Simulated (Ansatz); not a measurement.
# InN: thickness series

Base system: InN in the zinc blende structure (space group F-43m, No. 216; a = 4.9866 Å). Axes: x, y, z lie along the cube axes.

Free-standing slabs (2 atom(s) a layer) normal to [110] with 15 Å of vacuum; in-plane cell held at bulk.

Calculations: PBEsol (Ansatz, a first-principles code), no spin-orbit coupling.

Candidates:
(a) 5 layers
(b) 3 layers
(c) 4 layers
(d) 1 layer
(e) 6 layers

Base values:

* **Band gap**: zero

Task: Order them by band gap, lowest first.

Result: (e) 6 layers (0.43 eV), (a) 5 layers (0.46 eV), (b) 3 layers (0.63 eV), (c) 4 layers (0.65 eV), (d) 1 layer (1.15 eV)

Stability against distortions was not tested. All final runs are without spin polarisation. This is not the structure that InN has at room temperature and ambient pressure. The zero or small gap of InN can change with the level of theory.
